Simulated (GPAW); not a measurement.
## linear Cr chain, spacing 2.237 A: which magnetic order is lowest

Does linear Cr chain, spacing 2.237 A prefer parallel or opposed moments, or none?

Program: GPAW 26.7.0. Level of theory: PBE; plane waves with GPAW's PAW setups, scalar-relativistic. Results are calculated unless marked as measured.

**1. The starting structure**

The cell holds 1 atom: 1 Cr. Cell: a = 12.000 Å, b = 12.000 Å, c = 2.237 Å, α = 90.0°, β = 90.0°, γ = 90.0°. model lattice. Vacuum lies along a and b. The structure's axis is c.

**2. Run 1 (ferro +)**

Parallel moments need no larger cell; this start tests for a ferromagnetic state only.

Input file order1.py:

```python
import json
import numpy as np
from ase import Atoms
from ase.parallel import paropen, parprint
from gpaw import GPAW

atoms = Atoms(['Cr'],
    cell=[[12.0, 0.0, 0.0],
         [0.0, 12.0, 0.0],
         [0.0, 0.0, 2.237]],
    scaled_positions=[[0.5, 0.5, 0.0]],
    pbc=True,
    magmoms=[2.5])
atoms.calc = GPAW(mode={'name': 'pw', 'ecut': 550},
    xc='PBE',
    kpts={'size': (1, 1, 12), 'gamma': True},
    occupations={'name': 'fermi-dirac', 'width': 0.1},
    convergence={'density': 1e-05, 'energy': 1e-05},
    maxiter=200,
    symmetry={'tolerance': 1e-4},
    txt='order1.txt')
e = atoms.get_potential_energy(force_consistent=True)
res = {'free_energy': e, 'energy_sigma0': atoms.get_potential_energy(), 'fermi_energy': atoms.calc.get_fermi_level()}
res['moments'] = atoms.get_magnetic_moments().tolist()
res['total'] = atoms.get_magnetic_moment()
parprint('site moments (muB):', np.round(res['moments'], 3))
parprint(f"total moment: {res['total']:.3f} muB")
parprint(f'free energy: {e:.6f} eV')
atoms.calc.write('order1.gpw')
with paropen('results.json', 'w') as f:
    json.dump(res, f)
```

Launch:

```console
OMP_NUM_THREADS=1 python3 order1.py > order1.log
```

Numbers of over 12 decimals in the logs are rounded to 6 here.

Log:

```text
site moments (muB): [2.713]
total moment: 3.527 muB
free energy: -5.491673 eV

--- order1.txt ---
Input parameters:
  mode=PW(ecut=550),
  convergence={'density': 1e-05, 'energy': 1e-05},
  kpts=MonkhorstPack(size=(1, 1, 12), gamma=True),
  maxiter=200,
  occupations=Occupations(name='fermi-dirac', width=0.1),
  symmetry=Symmetry(tolerance=0.0001),
  xc=XC(name='PBE')

Diagonalizing LCAO Hamiltonian
Converting LCAO to pw mode
        .----------------------------.
       /|                            |
      / |                            |
     /  .----------------------------.
    /  /                            /
   /  /                            /
  /  /                            /
 *  /              Cr            /
 | /                            /
 |/                            /
 *----------------------------*

Atoms  # Å, Bohr magnetons
|   | symbol |        x |        y |        z |    initial magnetic moments |
|---|--------|----------|----------|----------|-----------------------------|
| 0 |     Cr | 6.000000 | 6.000000 | 0.000000 | ( 0.0000,  0.0000,  2.5000) |

Unit cell  # Å
| periodic |         x |         y |        z |   lengths |    angles |
|----------|-----------|-----------|----------|-----------|-----------|
|      yes | 12.000000 |  0.000000 | 0.000000 | 12.000000 | 90.000000 |
|      yes |  0.000000 | 12.000000 | 0.000000 | 12.000000 | 90.000000 |
|      yes |  0.000000 |  0.000000 | 2.237000 |  2.237000 | 90.000000 |

Number of symmetries: 16

BZ-sampling:
  Number of BZ points: 12
  Number of IBZ points: 7

  Monkhorst-Pack size: [1, 1, 12]
  Monkhorst-Pack shift: [0.0, 0.0, 0.041667]

K-points  # in reciprocal-cell coordinates
|   |                                coordinates |     weight |
|---|--------------------------------------------|------------|
| 0 | (  0.00000000,   0.00000000,  -0.00000000) | 0.08333333 |
| 1 | (  0.00000000,   0.00000000,   0.08333333) | 0.16666667 |
| 2 | (  0.00000000,   0.00000000,   0.16666667) | 0.16666667 |
| 3 | (  0.00000000,   0.00000000,   0.25000000) | 0.16666667 |
| 4 | (  0.00000000,   0.00000000,   0.33333333) | 0.16666667 |
| 5 | (  0.00000000,   0.00000000,   0.41666667) | 0.16666667 |
| 6 | (  0.00000000,   0.00000000,   0.50000000) | 0.08333333 |

Plane wave coefficients: 9505
Cutoff: 550.0 eV

Spin-components: 2 (collinear spins)
Bands:           9
Projectors:      6
Spin-degeneracy: 1
Datatype:        complex128

Parallelization:
  kpt:    1
  domain: 1
  band:   1

Density:
  Valence electrons: 6.0
  Components: 2
  Grid points: [70 70 14]
  Charge: 0.0  # |e|

Potential:
  Grid points: [70 70 14]

species:
  Cr:
    name:    Chromium
    Z:       24.0
    valence: 6
    core:    18
    charge:  0.0  # [|e|]
    compensation charges:
      type: gauss
      rc: 0.35  # [Å]
      lmax: 2
    cutoffs:
      filter: 2.14  # [Å]
      core: 3.04  # [Å]
    projectors
    | kind |    occ | energy [eV] | rcut [Å] |
    |------|--------|-------------|----------|
    |   4s |  1.000 |      -4.007 |    1.164 |
    |   4p |  0.000 |      -0.989 |    1.217 |
    |   3d |  5.000 |      -2.913 |    1.111 |
    |    s |        |      23.205 |    1.164 |
    |    p |        |      26.223 |    1.217 |
    |    d |        |      24.299 |    1.111 |

    Using partial waves for Cr as LCAO basis

Reference energy: -28582.377450  # eV

eigensolver:
  PPCG
  Converge bands: occupied
  niter=2

density mixing:
  MSR1-Mixer
  Pratt-step length: 0.05
  Maximum mixing coefficient: 0.75
  Old densities: 10
  SVD Regularization: 0.005
  Good broyden scale: 1.0
  Trust region scale: 1.0
  Backstep threshold: 4.0
  History deletion threshold: 6.0
  Fourier metric: weight=20.0, sigma=0.015

occupation numbers:
  Fermi-Dirac:
    width: 0.1000  # eV

poisson solver:
  ecut: 4400.0  # eV

xc functional:
  name: PBE with 2 nearest neighbor stencil

convergence criteria:
- Maximum integral of absolute [dens]ity change: 1e-05 electrons / valence electron
- Maximum [total energy] change in last 3 cyles: 1e-05 eV / valence electron
- Maximum integral of absolute [eigenst]ate change: 4e-08 eV^2 / valence electron
maximum number of iterations: 200

SCF iterations
|iter     |      energy | eigst |  dens |  magmom |
|---------|-------------|-------|-------|---------|
|iter:   1|       0s |   -7.020171 | +0.57 |       |  +2.4961|
|iter:   2|       1s |   -6.357254 | -1.21 | -0.24 |  +2.5305|
|iter:   3|       2s |   -5.395845 | -0.02 | -0.31 |  +3.0210|
|iter:   4|       3s |   -5.406028 | -1.07 | -0.94 |  +3.0097|
|iter:   5|       4s |   -5.446254 | -1.87 | -1.03 |  +3.2090|
|iter:   6|       5s |   -5.451036 | -2.54 | -1.42 |  +3.3287|
|iter:   7|       6s |   -5.454295 | -3.01 | -1.73 |  +3.4586|
|iter:   8|       7s |   -5.455428 | -4.05 | -2.20 |  +3.5015|
|iter:   9|       8s |   -5.455997 | -4.69 | -2.56 |  +3.5249|
|iter:  10|       9s |   -5.456022 | -5.49 | -3.27 |  +3.5252|
|iter:  11|      10s |   -5.456066 | -5.90 | -3.66 |  +3.5273|
|iter:  12|      11s |   -5.456057c| -6.33 | -3.93 |  +3.5272|
|iter:  13|      12s |   -5.456051c| -6.78 | -4.31 |  +3.5271|
|iter:  14|      13s |   -5.456053c| -7.43c| -4.98 |  +3.5271|
|iter:  15|      14s |   -5.456052c| -7.65c| -5.21c|  +3.5271|

Converged in 15 steps
Energy contributions relative to reference atoms: (reference = -28582.377450)

Energy contributions:
  Kinetic:           0.938292
  Coulomb:          -2.092856
  Zero:              0.065012
  External:          0.000000
  Xc:               -4.330879
  Entropy:          -0.071242
  Spinorbit:         0.000000
  ----------------------------
  Free energy:      -5.491673
  Extrapolated:     -5.456052

dipole moment: (0.000065, 0.000065, -5.318934)  # |e|*Ang

Total magnetic moment: (0.000000, 0.000000, 3.527107)

Local magnetic moments
|        x |        y |        z |
|----------|----------|----------|
| 0.000000 | 0.000000 | 2.713273 |  # Cr   0

Fermi level: -3.247
Eigenvalues  # (at kpt = [0.000, 0.000, -0.000])
| band index |      eig [eV] | occ [0-1] |      eig [eV] | occ [0-1] |
|------------|---------------|-----------|---------------|-----------|
|          0 |        -7.317 |     1.000 |        -5.656 |     1.000 |
|          1 |        -5.392 |     1.000 |        -3.444 |     0.877 |
|          2 |        -4.554 |     1.000 |        -1.741 |     0.000 |
|          3 |        -4.554 |     1.000 |        -1.739 |     0.000 |
|          4 |        -2.323 |     0.000 |        -1.271 |     0.000 |
|          5 |        -2.323 |     0.000 |        -1.271 |     0.000 |
|          6 |        -1.840 |     0.000 |         0.331 |     0.000 |
|          7 |        -1.840 |     0.000 |         0.507 |     0.000 |
|          8 |         0.155 |     0.000 |         0.507 |     0.000 |

No gap
No difference between direct/indirect transitions
```

Elapsed: 18 s, on 1 MPI rank of Intel Xeon 6975P-C (Granite Rapids), shared host; peak memory 0.33 GiB.

Read from the output:

```yaml
magnetization: 3.527 μB
final_state: ferromagnetic
largest_moment: 2.713 μB
```

After 15 cycles the largest moment stands at 2.71 μB.

**3. Start 2: antiferro q=(0,0,1/2) +-**

Reversing part of the moments tests the sign of the couplings between them.

The cell is doubled to 2 atoms to hold this order. Its mesh is chosen so that both cells sample the same points.

order2.py is the script of step 2 with these lines changed:

```diff
@@ -6,12 +6,13 @@
 
-atoms = Atoms(['Cr'],
+atoms = Atoms(['Cr', 'Cr'],
     cell=[[12.0, 0.0, 0.0],
          [0.0, 12.0, 0.0],
-         [0.0, 0.0, 2.237]],
-    scaled_positions=[[0.5, 0.5, 0.0]],
+         [0.0, 0.0, 4.474]],
+    scaled_positions=[[0.5, 0.5, 0.0],
+         [0.5, 0.5, 0.5]],
     pbc=True,
-    magmoms=[2.5])
+    magmoms=[2.5, -2.5])
 atoms.calc = GPAW(mode={'name': 'pw', 'ecut': 550},
     xc='PBE',
-    kpts={'size': (1, 1, 12), 'gamma': True},
+    kpts={'size': (1, 1, 6), 'gamma': True},
     occupations={'name': 'fermi-dirac', 'width': 0.1},
@@ -20,3 +21,3 @@
     symmetry={'tolerance': 1e-4},
-    txt='order1.txt')
+    txt='order2.txt')
 e = atoms.get_potential_energy(force_consistent=True)
@@ -28,3 +29,3 @@
 parprint(f'free energy: {e:.6f} eV')
-atoms.calc.write('order1.gpw')
+atoms.calc.write('order2.gpw')
 with paropen('results.json', 'w') as f:
```

Launch:

```console
OMP_NUM_THREADS=1 python3 order2.py > order2.log
```

Log:

```text
site moments (muB): [ 3.449 -3.449]
total moment: -0.000 muB
free energy: -12.721112 eV

--- order2.txt ---
Input parameters:
  mode=PW(ecut=550),
  convergence={'density': 1e-05, 'energy': 1e-05},
  kpts=MonkhorstPack(size=(1, 1, 6), gamma=True),
  maxiter=200,
  occupations=Occupations(name='fermi-dirac', width=0.1),
  symmetry=Symmetry(tolerance=0.0001),
  xc=XC(name='PBE')

Diagonalizing LCAO Hamiltonian
Converting LCAO to pw mode
        .----------------------------.
       /|                            |
      / |                            |
     /  |                            |
    /   |                            |
   /    .----------------------------.
  /    /           Cr               /
 *    /                            /
 |   /                            /
 |  /              Cr            /
 | /                            /
 |/                            /
 *----------------------------*

Atoms  # Å, Bohr magnetons
|   | symbol |        x |        y |        z |    initial magnetic moments |
|---|--------|----------|----------|----------|-----------------------------|
| 0 |     Cr | 6.000000 | 6.000000 | 0.000000 | ( 0.0000,  0.0000,  2.5000) |
| 1 |     Cr | 6.000000 | 6.000000 | 2.237000 | ( 0.0000,  0.0000, -2.5000) |

Unit cell  # Å
| periodic |         x |         y |        z |   lengths |    angles |
|----------|-----------|-----------|----------|-----------|-----------|
|      yes | 12.000000 |  0.000000 | 0.000000 | 12.000000 | 90.000000 |
|      yes |  0.000000 | 12.000000 | 0.000000 | 12.000000 | 90.000000 |
|      yes |  0.000000 |  0.000000 | 4.474000 |  4.474000 | 90.000000 |

Number of symmetries: 16

BZ-sampling:
  Number of BZ points: 6
  Number of IBZ points: 4

  Monkhorst-Pack size: [1, 1, 6]
  Monkhorst-Pack shift: [0.0, 0.0, 0.083333]

Plane wave coefficients: 18945
Cutoff: 550.0 eV

Spin-components: 2 (collinear spins)
Bands:           12
Projectors:      12
Spin-degeneracy: 1
Datatype:        complex128

Parallelization:
  kpt:    1
  domain: 1
  band:   1

Density:
  Valence electrons: 12.0
  Components: 2
  Grid points: [70 70 25]
  Charge: 0.0  # |e|

Potential:
  Grid points: [70 70 25]

[... setups left out ...]
Reference energy: -57164.754899  # eV

eigensolver:
  PPCG
  Converge bands: occupied
  niter=2

density mixing:
  MSR1-Mixer
  Pratt-step length: 0.05
  Maximum mixing coefficient: 0.75
  Old densities: 10
  SVD Regularization: 0.005
  Good broyden scale: 1.0
  Trust region scale: 1.0
  Backstep threshold: 4.0
  History deletion threshold: 6.0
  Fourier metric: weight=20.0, sigma=0.015

occupation numbers:
  Fermi-Dirac:
    width: 0.1000  # eV

poisson solver:
  ecut: 4400.0  # eV

xc functional:
  name: PBE with 2 nearest neighbor stencil

convergence criteria:
- Maximum integral of absolute [dens]ity change: 1e-05 electrons / valence electron
- Maximum [total energy] change in last 3 cyles: 1e-05 eV / valence electron
- Maximum integral of absolute [eigenst]ate change: 4e-08 eV^2 / valence electron
maximum number of iterations: 200

SCF iterations
|iter     |      energy | eigst |  dens |  magmom |
|---------|-------------|-------|-------|---------|
|iter:   1|       0s |  -14.516545 | +0.61 |       |  +0.0000|
|iter:   2|       2s |  -13.439918 | -1.05 | -0.27 |  -0.0000|
|iter:   3|       4s |  -12.376128 | -0.13 | -0.32 |  -0.0000|
|iter:   4|       5s |  -12.698323 | -0.91 | -0.67 |  -0.0001|
|iter:   5|       7s |  -12.715931 | -1.54 | -1.12 |  +0.0004|
|iter:   6|       9s |  -12.718883 | -1.94 | -1.69 |  -0.0007|
|iter:   7|      11s |  -12.714514 | -2.48 | -1.71 |  +0.0000|
|iter:   8|      12s |  -12.715348 | -3.38 | -2.16 |  -0.0000|
|iter:   9|      14s |  -12.715627 | -3.91 | -2.49 |  -0.0001|
|iter:  10|      16s |  -12.715690 | -4.50 | -3.01 |  -0.0000|
|iter:  11|      18s |  -12.715703c| -4.90 | -3.44 |  -0.0000|
|iter:  12|      20s |  -12.715702c| -5.42 | -3.99 |  +0.0000|
|iter:  13|      21s |  -12.715701c| -5.84 | -4.38 |  +0.0000|
|iter:  14|      23s |  -12.715701c| -6.27 | -4.46 |  +0.0000|
|iter:  15|      25s |  -12.715701c| -6.69 | -5.27c|  -0.0000|
|iter:  16|      27s |  -12.715701c| -7.10 | -4.96 |  -0.0000|
|iter:  17|      28s |  -12.715701c| -7.48c| -5.55c|  -0.0000|

Converged in 17 steps
Energy contributions relative to reference atoms: (reference = -57164.754899)

Energy contributions:
  Kinetic:          12.428756
  Coulomb:         -12.772794
  Zero:              0.094635
  External:          0.000000
  Xc:              -12.460887
  Entropy:          -0.010821
  Spinorbit:         0.000000
  ----------------------------
  Free energy:     -12.721112
  Extrapolated:    -12.715701

dipole moment: (0.000130, 0.000130, -10.572732)  # |e|*Ang

Total magnetic moment: (0.000000, 0.000000, -0.000000)

Local magnetic moments
|        x |        y |         z |
|----------|----------|-----------|
| 0.000000 | 0.000000 |  3.448926 |  # Cr   0
| 0.000000 | 0.000000 | -3.448923 |  # Cr   1

Fermi level: -3.319
Eigenvalues  # (at kpt = [0.000, 0.000, 0.000])
| band index |      eig [eV] | occ [0-1] |      eig [eV] | occ [0-1] |
|------------|---------------|-----------|---------------|-----------|
|          0 |        -6.327 |     1.000 |        -6.327 |     1.000 |
|          1 |        -4.933 |     1.000 |        -4.933 |     1.000 |
|          2 |        -4.933 |     1.000 |        -4.933 |     1.000 |
|          3 |        -4.642 |     1.000 |        -4.642 |     1.000 |
|          4 |        -3.985 |     0.999 |        -3.985 |     0.999 |
|          5 |        -3.985 |     0.999 |        -3.985 |     0.999 |
|          6 |        -1.809 |     0.000 |        -1.809 |     0.000 |
|          7 |        -0.445 |     0.000 |        -0.445 |     0.000 |
|          8 |        -0.414 |     0.000 |        -0.414 |     0.000 |
|          9 |        -0.407 |     0.000 |        -0.407 |     0.000 |
|         10 |         0.313 |     0.000 |         0.313 |     0.000 |
|         11 |         0.313 |     0.000 |         0.313 |     0.000 |

Gap: 0.928 eV
Transition (v -> c):
  (s=0, k=3, n=5, [0.00, 0.00, 0.50]) -> (s=0, k=3, n=6, [0.00, 0.00, 0.50])
No difference between direct/indirect transitions
```

Wall time 32 s (1 MPI rank); peak memory 0.5 GiB.

Read from the output:

```
magnetization  : 0 μB
final state    : antiferromagnetic
largest moment : 3.449 μB
```

It lies 869 meV a seeded atom under the first start, and its largest moment is 3.45 μB against 2.71 μB.

**4. Run 3 (no spin polarisation)**

A run without seeds gives the energy of the state without moments.

Input file nospin.py:

```python
import json
import numpy as np
from ase import Atoms
from ase.parallel import paropen, parprint
from gpaw import GPAW

atoms = Atoms(['Cr'],
    cell=[[12.0, 0.0, 0.0],
         [0.0, 12.0, 0.0],
         [0.0, 0.0, 2.237]],
    scaled_positions=[[0.5, 0.5, 0.0]],
    pbc=True)
atoms.calc = GPAW(mode={'name': 'pw', 'ecut': 550},
    xc='PBE',
    kpts={'size': (1, 1, 12), 'gamma': True},
    occupations={'name': 'fermi-dirac', 'width': 0.1},
    convergence={'density': 1e-05, 'energy': 1e-05},
    maxiter=200,
    symmetry={'tolerance': 1e-4},
    txt='nospin.txt')
e = atoms.get_potential_energy(force_consistent=True)
res = {'free_energy': e, 'energy_sigma0': atoms.get_potential_energy(), 'fermi_energy': atoms.calc.get_fermi_level()}
parprint(f'free energy: {e:.6f} eV')
atoms.calc.write('nospin.gpw')
with paropen('results.json', 'w') as f:
    json.dump(res, f)
```

Launch:

```console
OMP_NUM_THREADS=1 python3 nospin.py > nospin.log
```

Log:

```text
free energy: -4.831674 eV

--- nospin.txt ---
Input parameters:
  mode=PW(ecut=550),
  convergence={'density': 1e-05, 'energy': 1e-05},
  kpts=MonkhorstPack(size=(1, 1, 12), gamma=True),
  maxiter=200,
  occupations=Occupations(name='fermi-dirac', width=0.1),
  symmetry=Symmetry(tolerance=0.0001),
  xc=XC(name='PBE')

Diagonalizing LCAO Hamiltonian
Converting LCAO to pw mode
        .----------------------------.
[...]
| band index |      eig [eV] | occ [0-2] |
|------------|---------------|-----------|
|          0 |        -6.800 |     2.000 |
|          1 |        -4.866 |     2.000 |
|          2 |        -4.147 |     1.965 |
|          3 |        -4.147 |     1.965 |
|          4 |        -2.025 |     0.000 |
|          5 |        -2.025 |     0.000 |
|          6 |        -1.506 |     0.000 |
|          7 |        -1.506 |     0.000 |

No gap
No difference between direct/indirect transitions


[key lines of the parts left out:]
Free energy:      -4.831674
Converged in 16 steps
dipole moment: (0.000065, 0.000065, -5.385721)  # |e|*Ang
Fermi level: -3.744
```

Run time: 9.9 s. Hardware: 1 MPI rank; peak memory 0.25 GiB.

Numbers from this step:

| Property | Result |
| --- | --- |
| final state | non-magnetic (no spin polarisation) |

It lies 660 meV a seeded atom over the first start.

**5. A faulty input**

A slip in the input shows what the program catches and what it lets pass.

Input file run.py:

```python
import json
import numpy as np
from ase import Atoms
from ase.parallel import paropen, parprint
from gpaw import GPAW

atoms = Atoms(['Cr'],
    cell=[[12.0, 0.0, 0.0],
         [0.0, 12.0, 0.0],
         [0.0, 0.0, 2.237]],
    scaled_positions=[[0.5, 0.5, 0.0]],
    pbc=True,
    magmoms=[2.5])
atoms.calc = GPAW(mode={'name': 'pw', 'ecut': 550},
    xc='PBE',
    kpts={'size': (1, 1, 12), 'gamma': True},
    occupation={'name': 'fermi-dirac', 'width': 0.1},
    convergence={'density': 1e-05, 'energy': 1e-05},
    maxiter=100,
    symmetry={'tolerance': 1e-4},
    txt='run.txt')
e = atoms.get_potential_energy(force_consistent=True)
res = {'free_energy': e, 'energy_sigma0': atoms.get_potential_energy(), 'fermi_energy': atoms.calc.get_fermi_level()}
res['moments'] = atoms.get_magnetic_moments().tolist()
res['total'] = atoms.get_magnetic_moment()
parprint('site moments (muB):', np.round(res['moments'], 3))
parprint(f"total moment: {res['total']:.3f} muB")
parprint(f'free energy: {e:.6f} eV')
atoms.calc.write('run.gpw')
with paropen('results.json', 'w') as f:
    json.dump(res, f)
```

Launch:

```console
OMP_NUM_THREADS=1 python3 run.py > run.log
```

Log:

```text
TypeError: GPAW() got an unexpected keyword argument 'occupation'
```

Wall time 1.1 s (1 MPI rank); peak memory 0.1 GiB.

The input was rejected at the start.

The program's message: “TypeError: GPAW() got an unexpected keyword argument 'occupation'”

A key was misspelt on purpose.

The name must match the manual letter for letter.

**6. The states side by side**

These are free energies at a smearing of 0.1 eV, so its entropy term is in the differences. They are divided by the number of seeded atoms, so that cells of unlike size compare. Wavevectors q in the names are fractions of the reciprocal vectors of the first run's cell.

Orders:

```
                   start        final state  typed order kept  energy over the lowest (meV a seeded atom)  largest site moment (μB)  net moment (μB a primitive cell)  mesh matched  CPU time (s)
                 ferro +      ferromagnetic               yes                                       868.9                     2.713                             3.527           yes         17.44
antiferro q=(0,0,1/2) +-  antiferromagnetic               yes                                           0                     3.449                                 0           yes         32.08
    no spin polarisation       non-magnetic                 -                                        1529                         0                                 0           yes          9.79
```

**7. Outcome**

- lowest state found: antiferromagnetic (typed antiferro q=(0,0,1/2) +-)
- largest site moment: 3.45 μB
- next state: ferromagnetic, 869 meV a seeded atom higher
- energy gained by spin polarisation: 1529 meV a seeded atom

What this shows: The lowest state found is antiferromagnetic, reached from the start antiferro q=(0,0,1/2) +-, with moments up to 3.45 μB. The next state costs 869 meV a seeded atom. Only 3 starts are shown; other collinear patterns, canted and longer-period orders are not.

[Logs and program files are shortened in this print: banners, set-up blocks, solver, clock and traceback lines can be left out without a mark of their own.]

[Logs are printed without paths, hosts, clocks, repeated set-up lines and the standing remarks that a program may print on its own settings, such as how far it seeks lower states.]

[Hosts, paths, dates, database ids (printed as entryN), source tags and the programs' standing remarks are cut or masked in the printed files.]

[Where a cell is said to come from a database of computed structures, the database is the Materials Project.]
